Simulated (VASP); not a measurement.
# GaN (P6/mmm) in VASP: notebook

Runs on GaN. Level: PBE. Tasks: G0W0 quasiparticle levels.

Everything below comes from runs of VASP 6.6.1. Logs are shortened: lines on timing, memory, paths and dates and some standing lists are left out, and cuts for length are marked.

**1. The crystal as given**

It takes space group P6/mmm (No. 191, hexagonal). Conventional cell: a = 5.230 Å, b = 5.230 Å, c = 3.390 Å, α = 90.00°, β = 90.00°, γ = 120.00°. Ga (site symmetry 6/mmm) is surrounded by 2 N at 1.70 Å. N (site symmetry 6/mmm) has 2 Ga at 1.70 Å as nearest neighbours.

The cell was built by a generator and needn't be a form met in nature.

**2. G0W0 quasiparticle levels, PBE**

POSCAR

```
GaN
1.0
    5.2303800000      0.0000000000      0.0000000000
   -2.6151900000      4.5296400000      0.0000000000
    0.0000000000      0.0000000000      3.3901000000
Ga N
1 1
Direct
    0.0000000000      0.0000000000      0.5000000000
    0.0000000000      0.0000000000      0.0000000000
```

INCAR.step1

```
SYSTEM = GaN
  ALGO = Fast
  EDIFF = 1E-8
  ENCUT = 450
  GGA = PE
  ISMEAR = 0
  LASPH = .TRUE.
  LCHARG = .FALSE.
  LREAL = .FALSE.
  LWAVE = .TRUE.
  NELM = 60
  PREC = Accurate
  SIGMA = 0.01
```

INCAR.step2

```
SYSTEM = GaN
  ALGO = Exact
  EDIFF = 1E-8
  ENCUT = 450
  GGA = PE
  ISMEAR = 0
  ISTART = 1
  LASPH = .TRUE.
  LCHARG = .FALSE.
  LOPTICS = .TRUE.
  LREAL = .FALSE.
  LWAVE = .TRUE.
  NBANDS = 505
  NELM = 1
  PREC = Accurate
  SIGMA = 0.01
```

INCAR.step3

```
SYSTEM = GaN
  ALGO = EVGW0
  EDIFF = 1E-8
  ENCUT = 450
  ENCUTGW = 150
  GGA = PE
  ISMEAR = 0
  ISTART = 1
  LASPH = .TRUE.
  LCHARG = .FALSE.
  LREAL = .FALSE.
  LWAVE = .TRUE.
  NBANDS = 505
  NBANDSGW = 17
  NELMGW = 1
  NOMEGA = 48
  PREC = Accurate
  PRECFOCK = Fast
  SIGMA = 0.01
```

INCAR.step4

```
SYSTEM = GaN
  ALGO = BSE
  ANTIRES = 0
  EDIFF = 1E-8
  ENCUT = 450
  ENCUTGW = 150
  GGA = PE
  ISMEAR = 0
  ISTART = 1
  LASPH = .TRUE.
  LCHARG = .FALSE.
  LREAL = .FALSE.
  LWAVE = .FALSE.
  NBANDS = 505
  NBANDSO = 3
  NBANDSV = 6
  NBSEEIG = 10
  OMEGAMAX = 20
  PREC = Accurate
  PRECFOCK = Fast
  SIGMA = 0.01
```

KPOINTS

```
k-points
0
G
  3 3 4
  0 0 0
```

Potentials or basis: VASP PAW PBE potentials, release 64 (Ga_d_GW, N_GW).

Started as:

```bash
cat potpaw_PBE.64/Ga_d_GW/POTCAR potpaw_PBE.64/N_GW/POTCAR > POTCAR
cp INCAR.step1 INCAR
mpirun -np 1 vasp_std > vasp.out
cp INCAR.step2 INCAR
mpirun -np 1 vasp_std > vasp.out
cp INCAR.step3 INCAR
mpirun -np 1 vasp_std > vasp.out
cp INCAR.step4 INCAR
mpirun -np 1 vasp_std > vasp.out
```

OUTCAR:

```text
SYSTEM = GaN
   EDIFF = 1E-8
   ENCUT = 450
   ENCUTGW = 150
   GGA = PE
   ISMEAR = 0
   ISTART = 1
   LASPH = .TRUE.
   LREAL = .FALSE.
   PREC = Accurate
   PRECFOCK = Fast

 ion  position               nearest neighbor table
   1  0.000  0.000  0.500-   2 1.70   2 1.70
   2  0.000  0.000  0.000-   1 1.70   1 1.70

  LATTYP: Found a hexagonal cell.
 ALAT       =     5.2303800000
 C/A-ratio  =     0.6481555833

  Lattice vectors:

 A1 = (   5.2303800000,   0.0000000000,   0.0000000000)
 A2 = (  -2.6151900000,   4.5296400000,   0.0000000000)
 A3 = (   0.0000000000,   0.0000000000,   3.3901000000)

Analysis of symmetry for initial positions (statically):
=====================================================================
 Subroutine PRICEL returns:
 Original cell was already a primitive cell.

 Routine SETGRP: Setting up the symmetry group for a
 hexagonal supercell.

 Subroutine GETGRP returns: Found 24 space group operations
 (whereof 24 operations were pure point group operations)
 out of a pool of 24 trial point group operations.

The static configuration has the point symmetry D_6h.

Analysis of symmetry for dynamics (positions and initial velocities):
=====================================================================
 Subroutine PRICEL returns:
 Original cell was already a primitive cell.

 Routine SETGRP: Setting up the symmetry group for a
 hexagonal supercell.

 Subroutine GETGRP returns: Found 24 space group operations
 (whereof 24 operations were pure point group operations)
 out of a pool of 24 trial point group operations.

The dynamic configuration has the point symmetry D_6h.

 Subroutine INISYM returns: Found 24 space group operations
 (whereof 24 operations are pure point group operations),
 and found     1 'primitive' translations

----------------------------------------------------------------------------------------

                                     Primitive cell

  volume of cell :      80.3174

  direct lattice vectors                    reciprocal lattice vectors
     5.230380000  0.000000000  0.000000000     0.191190697  0.110384048  0.000000000
    -2.615190000  4.529640000  0.000000000     0.000000000  0.220768096  0.000000000
     0.000000000  0.000000000  3.390100000     0.000000000  0.000000000  0.294976549

  length of vectors
     5.230380000  5.230378310  3.390100000     0.220768025  0.220768096  0.294976549

  position of ions in fractional coordinates (direct lattice)
     0.000000000  0.000000000  0.500000000
     0.000000000  0.000000000  0.000000000

  ion indices of the primitive-cell ions
   primitive index   ion index
                 1           1
                 2           2

----------------------------------------------------------------------------------------

 KPOINTS: k-points

Automatic generation of k-mesh.
 Grid dimensions read from file:
 generate k-points for:    3    3    4

 Generating k-lattice:

  Cartesian coordinates                     Fractional coordinates (reciprocal lattice)
     0.063730232  0.036794683  0.000000000     0.333333333  0.000000000  0.000000000
     0.000000000  0.073589365  0.000000000     0.000000000  0.333333333  0.000000000
     0.000000000  0.000000000  0.073744137     0.000000000  0.000000000  0.250000000

  Length of vectors
     0.073589342  0.073589365  0.073744137

  Shift w.r.t. Gamma in fractional coordinates (k-lattice)
     0.000000000  0.000000000  0.000000000

 Subroutine IBZKPT returns following result:
 ===========================================

 Found      9 irreducible k-points:

 Following reciprocal coordinates:
            Coordinates               Weight
  0.000000  0.000000  0.000000      1.000000
  0.333333  0.000000  0.000000      6.000000
  0.333333  0.333333  0.000000      2.000000
  0.000000  0.000000  0.250000      2.000000
  0.333333  0.000000  0.250000     12.000000
  0.333333  0.333333  0.250000      4.000000
  0.000000  0.000000  0.500000      1.000000
  0.333333  0.000000  0.500000      6.000000
  0.333333  0.333333  0.500000      2.000000
   k-points           NKPTS =      9   k-points in BZ     NKDIM =     36   number of bands    NBANDS=    505
   number of dos      NEDOS =    301   number of ions     NIONS =      2
   total plane-waves  NPLWV =  31104
   dimension x,y,z NGX =    36 NGY =   36 NGZ =   24
   dimension x,y,z NGXF=    72 NGYF=   72 NGZF=   48
   ions per type =               1   1
   NGX,Y,Z   is equivalent  to a cutoff of  11.44, 11.44, 11.77 a.u.
   NGXF,Y,Z  is equivalent  to a cutoff of  22.88, 22.88, 23.54 a.u.
 SYSTEM =  GaN
   PREC   = accura    normal or accurate (medium, high low for compatibility)
   ISTART =      1    job   : 0-new  1-cont  2-samecut
   ICHARG =      0    charge: 1-file 2-atom 10-const
   ISPIN  =      1    spin polarized calculation?
   LNONCOLLINEAR =      F non collinear calculations
   LSORBIT =      F    spin-orbit coupling
   LASPH  =      T    aspherical Exc in radial PAW
   ENCUT  =  450.0 eV  33.07 Ry    5.75 a.u.   9.05  9.05  5.86*2*pi/ulx,y,z
   NELM   =     60;   NELMIN=  2; NELMDL=  0     # of ELM steps
   EDIFF  = 0.1E-07   stopping-criterion for ELM
   LREAL  =      F    real-space projection
   EDIFFG = 0.1E-06   stopping-criterion for IOM
   NSW    =      0    number of steps for IOM
   IBRION =     -1    ionic relax: 0-MD 1-quasi-New 2-CG
   NFREE  =      0    steps in history (QN), initial steepest desc. (CG)
   ISIF   =      0    stress and relaxation
   ISYM   =      3    0-nonsym 1-usesym 2-fastsym
   POTIM  = 0.5000    time-step for ionic-motion
   TEBEG  =    0.0;   TEEND  =   0.0 temperature during run
   PSTRESS=    0.0 pullay stress
   NELECT =      18.0000    total number of electrons
   NUPDOWN=      -1.0000    fix difference up-down
   EMIN   =  10.00;   EMAX   =-10.00  energy-range for DOS
   EFERMI =   0.00;   METHOD = LEGACY
   ISMEAR =     0;   SIGMA  =   0.01  broadening in eV -4-tet -1-fermi 0-gaus
   EFERMI_NEDOS =   21; number of points for ismear=-14 and -15
   IALGO  =     38    algorithm
   IMIX   =      4    mixing-type and parameters
     AMIX     =   0.40;   BMIX     =  1.00
     AMIX_MAG =   1.60;   BMIX_MAG =  1.00
  volume/ion in A,a.u.               =      40.16       271.00
  Fermi-wavevector in a.u.,A,eV,Ry     =   0.994403  1.879150 13.453954  0.988838
  Thomas-Fermi vector in A             =   2.126352
   LORBIT       =      0    0 simple, 1 ext, 2 COOP (PROOUT), +10 PAW based schemes
   GGA     = PE    functional components
   LHFCALC =     T    Hartree Fock is set to
   PRECFOCK=fast      Normal, Fast or Accurate (Low or Medium for compatibility)
   ENCUT4O =  -1.0   cutoff for four orbital integrals eV
   NKREDX  =     1    reduce k-point grid by
   NKREDY  =     1    reduce k-point grid by
   NKREDZ  =     1    reduce k-point grid by
   AEXX    =    1.0000 exact exchange contribution
   HFSCREEN=    0.0000 screening length (either q_TF or 0.3 A-1)
   HFSCREENC=   0.0000 screening length for correlation (either q_TF or 0.3 A-1)
   ENCUTFOCK=  -1.0 apply spherical cutoff to Coloumb kernel
   IVDW    =     0    specifies the selected vdW correction
   LEPSILON=     F    determine dielectric tensor
   LRPA    =     F    only Hartree local field effects (RPA)
   LRPAFORCE           =     F    calculate RPA forces
   ENCUTGW             = 150.0    cutoff for response function in eV
   ENCUTGWSOFT         = 120.0    soft cutoff for Coulomb kernel in GW response function in eV
   ENCUTLF             =  -1.0    cutoff for local field effects
   NELMGW              =     1    number of iterations in solving QP/BSE equation
   NELMHF              =     1    number of iterations in the inner HF iteration
   NKREDLFX            =     1    NKREDLFY  =   1   NKREDLFZ  =   1
 non-spin polarized calculation
 Gauss-broadening in eV      SIGMA  =   0.01
  energy-cutoff  :      450.00
  volume of cell :       80.32
 maximum number of plane-waves:      1764
  NGX = 24; NGY = 24; NGZ = 14
   NGX = 19   NGY = 19   NGZ = 11
 maximum number of plane-waves:       345
 NGX is ok and might be reduce to    24

 BSE (scaLAPACK) attempting allocation of   0.007 Gbyte  rank=    648

=======================================================================
```

Run time: 8.3 min. Hardware: 1 thread of AMD EPYC 9R45 (Zen 5), shared host; peak memory 0.89 GiB.

What came out:

- Band gap on the k mesh, mean-field level: 1.14 eV, indirect (least direct gap 2.84 eV)
- Quasiparticle gap: 3.41 eV
- Least direct quasiparticle gap: 5.20 eV

Dielectric function (mean over the directions given):
| energy (eV) | real part | imaginary part |
| --- | --- | --- |
| 0.32 | 3.24 | 0.01 |
| 0.96 | 3.37 | 0.03 |
| 1.60 | 3.67 | 0.07 |
| 2.32 | 4.54 | 0.21 |
| 2.96 | 7.61 | 1.24 |
| 3.68 | -3.38 | 3.76 |
| 4.32 | 0.79 | 0.42 |
| 5.04 | 2.61 | 1.40 |
| 5.69 | -2.64 | 1.81 |
| 6.41 | 0.33 | 0.43 |
| 7.05 | 0.36 | 0.85 |
| 7.69 | 1.25 | 0.83 |
| 8.41 | 0.83 | 0.51 |
| 9.05 | 0.83 | 0.71 |
| 9.77 | 1.28 | 0.47 |
| 10.41 | 1.88 | 1.31 |
| 11.13 | 0.65 | 0.49 |
| 11.77 | 0.34 | 0.29 |
| 12.49 | 0.62 | 1.03 |
| 13.13 | -0.12 | 0.46 |
| 13.77 | 0.14 | 0.10 |
| 14.49 | 0.62 | 0.33 |
| 15.14 | 0.36 | 0.04 |
| 15.86 | 0.52 | 0.02 |
| 16.50 | 0.60 | 0.01 |
| 17.22 | 0.60 | 0.05 |
| 17.86 | 0.67 | 0.01 |
| 18.58 | 0.71 | 0.00 |
| 19.22 | 0.74 | 0.00 |
| 19.94 | 0.77 | 0.00 |

Lowest excitation energies (eV) and strengths:
| energy | strength |
| --- | --- |
| 3.256 | 0 |
| 3.256 | 0 |
| 3.278 | 0 |
| 3.372 | 50.5 |
| 3.685 | 2.1 |
| 3.685 | 2.1 |
| 4.396 | 0 |
| 4.396 | 0 |
| 4.592 | 0 |
| 4.592 | 0 |

Caveat: the k mesh is coarse (spacing up to 0.46 Å⁻¹), so the values aren't converged; bands, screening cutoff and mesh are small and nothing is extrapolated, so the quasiparticle values aren't converged; spectra need much finer meshes, so this one isn't converged; an odd mesh through Γ misses points on the zone boundary, where band edges often lie.

**3. G0W0 quasiparticle levels, PBE**

POSCAR is that of step 2.

INCAR.step1

```
PREC = Accurate
ENCUT = 500
EDIFF = 1E-8
ISMEAR = 0
SIGMA = 0.01
LREAL = F
LASPH = T
NELM = 60
ALGO = Normal
LWAVE = T
LCHARG = F
GGA = PE
```

INCAR.step2

```
PREC = Accurate
ENCUT = 500
EDIFF = 1E-8
ISMEAR = 0
SIGMA = 0.01
LREAL = F
LASPH = T
NELM = 1
ALGO = Exact
LWAVE = T
LCHARG = F
GGA = PE
NBANDS = 344
LOPTICS = T
ISTART = 1
```

INCAR.step3

```
PREC = Accurate
ENCUT = 500
EDIFF = 1E-8
ISMEAR = 0
SIGMA = 0.01
LREAL = F
LASPH = T
ALGO = EVGW0
LWAVE = F
LCHARG = F
GGA = PE
NELMGW = 1
NBANDS = 344
ENCUTGW = 150
NOMEGA = 48
PRECFOCK = Fast
ISTART = 1
NBANDSGW = 17
```

KPOINTS

```
Automatic mesh
0
Gamma
  3 3 4
```

Potentials or basis: VASP PAW PBE potentials, release 64 (Ga_d_GW, N_GW).

Started as:

```bash
cat potpaw_PBE.64/Ga_d_GW/POTCAR potpaw_PBE.64/N_GW/POTCAR > POTCAR
cp INCAR.step1 INCAR
mpirun -np 1 vasp_std > vasp.out
cp INCAR.step2 INCAR
mpirun -np 1 vasp_std > vasp.out
cp INCAR.step3 INCAR
mpirun -np 1 vasp_std > vasp.out
```

OUTCAR:

```text
PREC = Accurate
   ENCUT = 500
   EDIFF = 1E-8
   ISMEAR = 0
   LREAL = F
   LASPH = T
   GGA = PE
   NELMGW = 1
   ENCUTGW = 150
   PRECFOCK = Fast
   ISTART = 1

 ion  position               nearest neighbor table
   1  0.000  0.000  0.500-   2 1.70   2 1.70
   2  0.000  0.000  0.000-   1 1.70   1 1.70

  LATTYP: Found a hexagonal cell.
 ALAT       =     5.2303800000
 C/A-ratio  =     0.6481555833

  Lattice vectors:

 A1 = (   5.2303800000,   0.0000000000,   0.0000000000)
 A2 = (  -2.6151900000,   4.5296400000,   0.0000000000)
 A3 = (   0.0000000000,   0.0000000000,   3.3901000000)

Analysis of symmetry for initial positions (statically):
=====================================================================
 Subroutine PRICEL returns:
 Original cell was already a primitive cell.

 Routine SETGRP: Setting up the symmetry group for a
 hexagonal supercell.

 Subroutine GETGRP returns: Found 24 space group operations
 (whereof 24 operations were pure point group operations)
 out of a pool of 24 trial point group operations.

The static configuration has the point symmetry D_6h.

Analysis of symmetry for dynamics (positions and initial velocities):
=====================================================================
 Subroutine PRICEL returns:
 Original cell was already a primitive cell.

 Routine SETGRP: Setting up the symmetry group for a
 hexagonal supercell.

 Subroutine GETGRP returns: Found 24 space group operations
 (whereof 24 operations were pure point group operations)
 out of a pool of 24 trial point group operations.

The dynamic configuration has the point symmetry D_6h.
[... 76 lines left out ...]
   ICHARG =      0    charge: 1-file 2-atom 10-const
   ISPIN  =      1    spin polarized calculation?
   LNONCOLLINEAR =      F non collinear calculations
   LSORBIT =      F    spin-orbit coupling
   LASPH  =      T    aspherical Exc in radial PAW
   ENCUT  =  500.0 eV  36.75 Ry    6.06 a.u.   9.54  9.54  6.18*2*pi/ulx,y,z
   NELM   =     60;   NELMIN=  2; NELMDL=  0     # of ELM steps
   EDIFF  = 0.1E-07   stopping-criterion for ELM
   LREAL  =      F    real-space projection
   EDIFFG = 0.1E-06   stopping-criterion for IOM
   NSW    =      0    number of steps for IOM
   IBRION =     -1    ionic relax: 0-MD 1-quasi-New 2-CG
   NFREE  =      0    steps in history (QN), initial steepest desc. (CG)
   ISIF   =      0    stress and relaxation
   ISYM   =      3    0-nonsym 1-usesym 2-fastsym
   POTIM  = 0.5000    time-step for ionic-motion
   TEBEG  =    0.0;   TEEND  =   0.0 temperature during run
   PSTRESS=    0.0 pullay stress
   NELECT =      18.0000    total number of electrons
   NUPDOWN=      -1.0000    fix difference up-down
   EMIN   =  10.00;   EMAX   =-10.00  energy-range for DOS
   EFERMI =   0.00;   METHOD = LEGACY
   ISMEAR =     0;   SIGMA  =   0.01  broadening in eV -4-tet -1-fermi 0-gaus
   EFERMI_NEDOS =   21; number of points for ismear=-14 and -15
   IALGO  =     38    algorithm
   IMIX   =      4    mixing-type and parameters
     AMIX     =   0.40;   BMIX     =  1.00
     AMIX_MAG =   1.60;   BMIX_MAG =  1.00
  volume/ion in A,a.u.               =      40.16       271.00
  Fermi-wavevector in a.u.,A,eV,Ry     =   0.994403  1.879150 13.453954  0.988838
  Thomas-Fermi vector in A             =   2.126352
   LORBIT       =      0    0 simple, 1 ext, 2 COOP (PROOUT), +10 PAW based schemes
   GGA     = PE    functional components
   LHFCALC =     T    Hartree Fock is set to
   PRECFOCK=fast      Normal, Fast or Accurate (Low or Medium for compatibility)
   ENCUT4O =  -1.0   cutoff for four orbital integrals eV
   NKREDX  =     1    reduce k-point grid by
   NKREDY  =     1    reduce k-point grid by
   NKREDZ  =     1    reduce k-point grid by
   AEXX    =    1.0000 exact exchange contribution
   HFSCREEN=    0.0000 screening length (either q_TF or 0.3 A-1)
   HFSCREENC=   0.0000 screening length for correlation (either q_TF or 0.3 A-1)
   ENCUTFOCK=  -1.0 apply spherical cutoff to Coloumb kernel
   IVDW    =     0    specifies the selected vdW correction
   LEPSILON=     F    determine dielectric tensor
   LRPA    =     F    only Hartree local field effects (RPA)
   LRPAFORCE           =     F    calculate RPA forces
   ENCUTGW             = 150.0    cutoff for response function in eV
   ENCUTGWSOFT         = 120.0    soft cutoff for Coulomb kernel in GW response function in eV
   ENCUTLF             =  -1.0    cutoff for local field effects
   NELMGW              =     1    number of iterations in solving QP/BSE equation
   NELMHF              =     1    number of iterations in the inner HF iteration
   NKREDLFX            =     1    NKREDLFY  =   1   NKREDLFZ  =   1
 non-spin polarized calculation
 Gauss-broadening in eV      SIGMA  =   0.01
  energy-cutoff  :      500.00
  volume of cell :       80.32
 maximum number of plane-waves:      2088
 NGX is ok and might be reduce to    40
  NGX = 24; NGY = 24; NGZ = 14
   NGX = 19   NGY = 19   NGZ = 13
 maximum number of plane-waves:       345
 NGX is ok and might be reduce to    24

 QP shifts <psi_nk| G(iteration)W_0 |psi_nk>: iteration 1
 for sc-GW calculations column KS-energies equals QP-energies in previous step
 and V_xc(KS)=  KS-energies - (<T + V_ion + V_H > + <T+V_H+V_ion>^1  + <V_x>^1)

 k-point   1 :       0.0000    0.0000    0.0000
  band No.  KS-energies  QP-energies   sigma(KS)   V_xc(KS)     V^pw_x(r,r')   Z            occupation Imag(sigma)

      1     -18.7522     -20.7934     -22.5631     -19.3234     -31.0724       0.6301       2.0000       0.5984
      2     -16.7065     -20.1895     -26.8137     -21.8479     -35.2783       0.7014       2.0000       0.1291
      3     -16.7065     -20.1895     -26.8137     -21.8479     -35.2783       0.7014       2.0000       0.1291
      4     -16.5245     -20.0059     -26.7569     -21.8685     -35.4186       0.7122       2.0000       0.1674
      5     -16.5245     -20.0059     -26.7569     -21.8685     -35.4186       0.7122       2.0000       0.1674
      6     -13.8511     -16.3547     -21.6019     -18.2392     -28.5226       0.7445       2.0000       0.5921
[... 164 lines left out ...]
      3     -16.7024     -20.2355     -26.8162     -21.8569     -35.2823       0.7124       2.0000       0.1196
      4     -16.6412     -20.0950     -26.5541     -21.6977     -35.1911       0.7112       2.0000       0.1984
      5     -16.6412     -20.0950     -26.5541     -21.6977     -35.1911       0.7112       2.0000       0.1984
      6     -15.2913     -16.9561     -19.3388     -16.8264     -25.8490       0.6626       2.0000       0.9187
[... 9 lines left out ...]
     16       8.3497       8.7188      -4.5261      -4.9767      -1.3854       0.8192       0.0000      -0.2812
     17       8.3497       8.7188      -4.5261      -4.9767      -1.3854       0.8192       0.0000      -0.2812
```

OUTCAR.step2:

```text
PREC = Accurate
   ENCUT = 500
   EDIFF = 1E-8
   ISMEAR = 0
   LREAL = F
[... 756 lines left out ...]
     0.00000     2.02877     2.02877     5.65884    -0.00000     0.00000    -0.00000
     2.00589     2.19295     2.19295     7.14684    -0.00000     0.00000    -0.00000
     4.01178     2.35688     2.35688     5.26816    -0.00000     0.00000    -0.00000
     6.01768     1.96402     1.96402    -7.21881     0.00000     0.00000    -0.00000
     8.02357     2.98194     2.98194    -0.59437     0.00000     0.00000    -0.00000
    10.02946     0.77066     0.77066    -0.06412    -0.00000    -0.00000    -0.00000
[... 92 lines left out ...]
   196.57746     0.99325     0.99325     0.99303    -0.00000    -0.00000     0.00000
   198.58335     0.99342     0.99342     0.99320    -0.00000    -0.00000     0.00000
```

Run time: 13 min. Hardware: 1 thread of Intel Xeon Platinum 8375C at 2.90GHz (Ice Lake), shared host; peak memory 1.2 GiB.

Results:

- Band gap on the k mesh, mean-field level: 1.15 eV, indirect (least direct gap 2.84 eV)
- Quasiparticle gap: 3.41 eV
- Least direct quasiparticle gap: 5.20 eV

Caveat: the k mesh is coarse (spacing up to 0.46 Å⁻¹), so the values aren't converged; bands, screening cutoff and mesh are small and nothing is extrapolated, so the quasiparticle values aren't converged; an odd mesh through Γ misses points on the zone boundary, where band edges often lie.
